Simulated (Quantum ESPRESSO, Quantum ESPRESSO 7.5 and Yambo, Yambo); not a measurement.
## WS2 (2H monolayer): G0W0 with Yambo, start to end

Wanted: ground state, empty states, screening and self-energy for WS2 (2H monolayer).

Main program and level: Quantum ESPRESSO 7.5 and Yambo 5.3.0; PBE and many-body steps on it, plane waves.

**What was measured.**

- Gap 2.238 ± 0.003 eV: free-particle direct gap at K; magneto-absorption of Rydberg excitons; 4 K; monolayer (exfoliated monolayer encapsulated in hBN) (“Revealing exciton masses and dielectric properties of monolayer semiconductors with high magnetic fields”, 2019, pmc:6744484).

- Gap 2.4 eV: quasiparticle gap, n=1 energy plus inferred exciton binding energy; reflectance contrast spectroscopy with empirical scaling; 70 K; monolayer (exfoliated uncapped monolayer on fused silica) on fused silica (“Coulomb engineering of the bandgap and excitons in two-dimensional materials”, 2017, pmc:5418602).

- Gap 2.14 eV: transport (quasiparticle) gap of monolayer from electron and hole threshold voltage difference; ionic liquid gated FET transport; 240 K; monolayer (exfoliated monolayer on SiO2/Si covered by DEME-TFSI ionic liquid) (“Mono- and Bilayer WS2 Light-Emitting Transistors”, 2014, arxiv:1403.7551).

- Gap 2.73 eV: single-particle (quasiparticle) direct gap at K; two-photon photoluminescence excitation; monolayer (mechanically exfoliated monolayer) (“Exciton Binding Energy of Monolayer WS2”, 2014, arxiv:1403.5108).

- Gap 1.963 eV: optical gap, A exciton PL peak at room temperature; photoluminescence; 300 K; monolayer (pristine CVD-grown monolayer) (“Sulfur Vacancy Related Optical Transitions in Graded Alloys of MoxW1-xS2 Monolayers”, 2023, arxiv:2308.14990).

This is a selection; 30 further reports are not listed.

Report form: the programs' logs are mostly left out.

## Step 1: The starting structure

The cell holds 3 atoms: 1 W and 2 S. Its edges and angles: a = 3.187 Å, b = 3.187 Å, c = 16.000 Å, α = 90.0°, β = 90.0°, γ = 120.0°. Vacuum lies along c.

As a file:

```cif
data_structure
_symmetry_space_group_name_H-M 'P 1'
_symmetry_Int_Tables_number 1
_cell_length_a 3.1871
_cell_length_b 3.1871
_cell_length_c 16.0000
_cell_angle_alpha 90.000
_cell_angle_beta 90.000
_cell_angle_gamma 120.000
_cell_volume 140.74
loop_
_atom_site_label
_atom_site_type_symbol
_atom_site_fract_x
_atom_site_fract_y
_atom_site_fract_z
_atom_site_occupancy
W1 W 0.33333 0.66667 0.50000 1
S2 S 0.66667 0.33333 0.59821 1
S3 S 0.66667 0.33333 0.40179 1
```

The structure was relaxed with PBE. The runs that relaxed it are not among those shown. Spin-orbit coupling is left out unless a step names it.

## Step 2: Ground state

This step: Quantum ESPRESSO 7.5; DFT, PBE, plane waves, norm-conserving pseudopotentials.

The ground-state density comes first.

File pw.in:

```
&control
  calculation = 'scf'
  prefix = 'x'
  outdir = 'o'
  pseudo_dir = 'pseudo'
/
&system
  ibrav = 0
  nat = 3
  ntyp = 2
  ecutwfc = 62.0
  nbnd = 18
  force_symmorphic = .true.
/
&electrons
  conv_thr = 1e-10
  electron_maxstep = 80
  mixing_beta = 0.5
/
ATOMIC_SPECIES
  W 183.84 W.upf
  S 32.06 S.upf
CELL_PARAMETERS angstrom
  3.1870569639 0.0000000000 0.0000000000
  -1.5935284820 2.7600722941 0.0000000000
  0.0000000000 0.0000000000 16.0000000000
ATOMIC_POSITIONS crystal
  W 0.3333333333 0.6666666667 0.5000000000
  S 0.6666666667 0.3333333333 0.5982117567
  S 0.6666666667 0.3333333333 0.4017882433
K_POINTS automatic
  12 12 1 0 0 0
```

Started as:

```console
$ OMP_NUM_THREADS=1 mpirun -n 4 pw.x -nk 4 -in pw.in > pw.out
```

The job ended after 16 s (4 MPI ranks of Arm Neoverse V1, shared host; peak memory 0.42 GiB).

Numbers from this step:

- total energy: -2667.1884 eV
- gap: 1.811 eV
- k of the valence top: 0.3333, 0.3333, 0
- k of the conduction bottom: 0.3333, 0.3333, 0
- least direct gap: 1.811 eV

The gap is direct, at (0.333, 0.333, 0.000).

## Step 3: Bands along the symmetry lines

The cheap functional maps the bands first; the places of the edges decide which points the dearer methods must see.

File pw.in:

```
&control
  calculation = 'bands'
  prefix = 'x'
  outdir = 'o'
  pseudo_dir = 'pseudo'
/
&system
  ibrav = 0
  nat = 3
  ntyp = 2
  ecutwfc = 62.0
  nbnd = 19
  force_symmorphic = .true.
/
&electrons
  conv_thr = 1e-9
  electron_maxstep = 80
  diago_full_acc = .true.
  diago_thr_init = 5e-6
/
ATOMIC_SPECIES
  W 183.84 W.upf
  S 32.06 S.upf
CELL_PARAMETERS angstrom
  3.1870569639 0.0000000000 0.0000000000
  -1.5935284820 2.7600722941 0.0000000000
  0.0000000000 0.0000000000 16.0000000000
ATOMIC_POSITIONS crystal
  W 0.3333333333 0.6666666667 0.5000000000
  S 0.6666666667 0.3333333333 0.5982117567
  S 0.6666666667 0.3333333333 0.4017882433
K_POINTS crystal
  25
  0.00000000 0.00000000 0.00000000 1
  0.06250000 0.00000000 0.00000000 1
  0.12500000 0.00000000 0.00000000 1
  0.18750000 0.00000000 0.00000000 1
  0.25000000 0.00000000 0.00000000 1
  0.31250000 0.00000000 0.00000000 1
  0.37500000 0.00000000 0.00000000 1
  0.43750000 0.00000000 0.00000000 1
  0.50000000 0.00000000 0.00000000 1
  0.47916667 0.04166667 0.00000000 1
  0.45833333 0.08333333 0.00000000 1
  0.43750000 0.12500000 0.00000000 1
  0.41666666 0.16666666 0.00000000 1
  0.39583333 0.20833333 0.00000000 1
  0.37500000 0.25000000 0.00000000 1
  0.35416666 0.29166666 0.00000000 1
  0.33333333 0.33333333 0.00000000 1
  0.29166666 0.29166666 0.00000000 1
  0.25000000 0.25000000 0.00000000 1
  0.20833333 0.20833333 0.00000000 1
  0.16666666 0.16666666 0.00000000 1
  0.12500000 0.12500000 0.00000000 1
  0.08333333 0.08333333 0.00000000 1
  0.04166667 0.04166667 0.00000000 1
  0.00000000 0.00000000 0.00000000 1
```

Wall time 6.6 s (4 MPI ranks); peak memory 0.31 GiB; 26 s of CPU time.

This step gave:

- gap: 1.811 eV
- k of the valence top: 0.3333, 0.3333, 0
- k of the conduction bottom: 0.3333, 0.3333, 0
- least direct gap: 1.811 eV

The gap is 1.811 eV, as in the run before at this level.

The electronic bands at the labelled points (eV, zero at the top of the highest filled band):

```
  point  band 10  band 11  band 12  band 13  band 14  band 15  band 16  band 17
      Γ    -2.10    -1.62    -1.62    -0.04     2.87     2.87     3.02     3.02
halfway    -2.67    -2.01    -1.65    -0.85     2.31     2.53     3.14     4.07
      M    -3.39    -2.12    -1.28    -0.92     2.83     3.28     4.03     4.69
halfway    -3.42    -2.79    -2.14    -0.43     2.52     3.54     3.81     4.75
      K    -3.88    -3.23    -2.37     0.00     1.81     3.33     4.01     5.49
halfway    -3.42    -2.27    -1.37    -0.85     2.02     2.78     2.97     4.52
      Γ    -2.10    -1.62    -1.62    -0.04     2.87     2.87     3.02     3.02
```

## Step 4: Empty states on the mesh, 9×9×1 mesh, 79 bands

The sums over transitions need many empty states on a uniform mesh; this step solves for them.

File pw.in:

```
&control
  calculation = 'nscf'
  prefix = 'x'
  outdir = 'o'
  pseudo_dir = 'pseudo'
/
&system
  ibrav = 0
  nat = 3
  ntyp = 2
  ecutwfc = 62.0
  nbnd = 79
  force_symmorphic = .true.
/
&electrons
  conv_thr = 1e-9
  electron_maxstep = 80
  diago_full_acc = .true.
  diago_thr_init = 5e-6
/
ATOMIC_SPECIES
  W 183.84 W.upf
  S 32.06 S.upf
CELL_PARAMETERS angstrom
  3.1870569639 0.0000000000 0.0000000000
  -1.5935284820 2.7600722941 0.0000000000
  0.0000000000 0.0000000000 16.0000000000
ATOMIC_POSITIONS crystal
  W 0.3333333333 0.6666666667 0.5000000000
  S 0.6666666667 0.3333333333 0.5982117567
  S 0.6666666667 0.3333333333 0.4017882433
K_POINTS automatic
  9 9 1 0 0 0
```

Wall time 19 s (4 MPI ranks); peak memory 0.47 GiB.

This step gave:

```
gap                                                           : 1.811 eV
k of the valence top                                          : 0.3333, 0.3333, 0
k of the conduction bottom                                    : 0.3333, 0.3333, 0
least direct gap                                              : 1.811 eV
k points computed                                             : 12
lowest point of the top converged band, above the valence top : 32.10 eV
```

On this mesh the gap is 1.811 eV.

## Step 5: Conversion and set-up

This step: Yambo 5.3.0; conversion and set-up on PBE, plane waves, norm-conserving pseudopotentials.

The states are converted to the many-body program's format and the q mesh is built.

Started as:

```console
$ (cd o/x.save; p2y > p2y.log; mv SAVE ../..); yambo > setup.log
```

The job ended after 2.9 s (1 MPI rank; peak memory 0.25 GiB).

## Step 6: Screening and self-energy, 9×9×1 mesh, 79 bands, screening to 129.3 eV

G0W0 replaces the xc potential by the self-energy, built once from these orbitals. Only a window of levels is corrected, while the sums run over the empty bands that the input names.

This step: G0W0 on PBE, plane waves, norm-conserving pseudopotentials.

File gw1.in:

```
HF_and_locXC
gw0
dyson
ppa
em1d
rim_cut
rim_w
RandQpts= 3000000
RandGvec= 100 RL
CUTGeo= "slab z"
RandGvecW= 9 RL
EXXRLvcs= 62 Ry
VXCRLvcs= 248 Ry
Chimod= "HARTREE"
% BndsRnXp
 1 | 79 |
%
NGsBlkXp= 9.5 Ry
% LongDrXp
 1 | 1 | 0 |
%
% GbndRnge
 1 | 79 |
%
DysSolver= "n"
ExtendOut
PPAPntXp= 27.21138 eV
% QPkrange
 1 | 12 | 10 | 17 |
%
```

Started as:

```console
$ OMP_NUM_THREADS=1 mpirun -n 4 yambo -F gw1.in -J gw1 -C gw1 > gw1.log
```

Wall time 29 min (4 MPI ranks); peak memory 2.5 GiB.

Numbers from this step:

| Property | Result |
| --- | --- |
| G0W0 gap on the mesh | 2.887 eV |
| starting gap on the mesh | 1.811 eV |
| k of the valence top | 0.3333, 0.3333, 0 |
| k of the conduction bottom | 0.3333, 0.3333, 0 |
| least direct G0W0 gap on the computed points | 2.887 eV |
| Z at the valence top | 0.7682 |
| Z at the conduction bottom | 0.7681 |

The gap on the mesh goes from 1.81 eV to 2.89 eV, a correction of +1.08 eV.

Limits: finite bands, cutoff and mesh; no spin-orbit coupling. v1 is the top filled band, c1 the lowest empty one. Levels before and after the correction, in eV, zero at the valence-band top of each column:

```
           conduction bottom  valence top
Kohn-Sham               1.81         0.00
     G0W0               2.89         0.00
```

```
                        level  energy (eV)
Kohn-Sham  (0.333 0.333 0) v4       -3.880
Kohn-Sham  (0.333 0.333 0) v3       -3.233
Kohn-Sham  (0.333 0.333 0) v2       -2.369
Kohn-Sham  (0.333 0.333 0) v1        0.000
Kohn-Sham  (0.333 0.333 0) c1        1.811
Kohn-Sham  (0.333 0.333 0) c2        3.334
Kohn-Sham  (0.333 0.333 0) c3        4.010
Kohn-Sham  (0.333 0.333 0) c4        5.488
     G0W0  (0.333 0.333 0) v4       -4.517
     G0W0  (0.333 0.333 0) v3       -3.966
     G0W0  (0.333 0.333 0) v2       -2.961
     G0W0  (0.333 0.333 0) v1        0.000
     G0W0  (0.333 0.333 0) c1        2.887
     G0W0  (0.333 0.333 0) c2        4.326
     G0W0  (0.333 0.333 0) c3        5.114
     G0W0  (0.333 0.333 0) c4        6.772
```

## Step 7: Where the time went

Times are wall times on the hardware named with each run, good to a factor of about two.

```
                          step    time  share  memory (GiB)
                  ground state    16 s    1 %          0.42
bands along the symmetry lines   6.6 s    0 %          0.31
      empty states on the mesh    19 s    1 %          0.47
         conversion and set-up   2.9 s    0 %          0.25
     screening and self-energy  29 min   97 %           2.5
```

## Step 8: Outcome

```yaml
pbe_gap: 1.81 eV, direct
g0w0_gap_on_the_mesh: 2.89 eV
gw_settings: 9×9×1 mesh, 79 bands, screening to 129.3 eV, Godby-Needs plasmon pole
known_limits: not at the basis limit; no spin-orbit coupling
```

In words: G0W0 moves the gap on the mesh from 1.81 eV to 2.89 eV (+1.08 eV), with Z of 0.77 and 0.77 at the edges. The dearest step here is «screening and self-energy». Against experiment, by G0W0@PBE: the direct gap of 2.89 eV lies +0.65 eV from the measured 2.238 ± 0.003 eV (electronic, 4 K, encapsulated, 2019); the gap of 2.89 eV lies +0.49 eV from the measured 2.4 eV (electronic, 70 K, on fused silica, 2017); the gap of 2.89 eV lies +0.75 eV from the measured 2.14 eV (transport, 240 K, 2014); the direct gap of 2.89 eV lies +0.16 eV from the measured 2.73 eV (electronic, 2014); the direct gap of 2.89 eV lies +0.92 eV from the measured 1.963 eV (exciton, 300 K, 2023). An exciton line or allowed optical edge lies below the quasiparticle gap by the binding energy; a forbidden edge can push the onset above it. The computed sheet is free-standing; a substrate or cover screens it further and lowers both gap and binding, while the exciton line moves little. The calculation has static nuclei and no excitons; a measured gap holds zero-point and thermal motion, which mostly lowers it. With atoms this heavy the missing spin-orbit coupling can matter too. Bands and cutoff are finite, so the gap is not at the basis limit. The miss can reach some tenths of an eV and take either sign; the mesh is an error of its own.

[Paths, hosts, dates, memory and timing lines, banners, echoed tables and standing remarks are left out of the program output.]

[Logs are printed without paths, hosts, clocks, repeated set-up lines and the standing remarks that a program may print on its own settings, such as how far it seeks lower states.]

[Runs of the session that timed out or met a known fault of the program may be left out.]

[Hosts, paths, dates, database ids (printed as entryN), source tags and the programs' standing remarks are cut or masked in the printed files.]
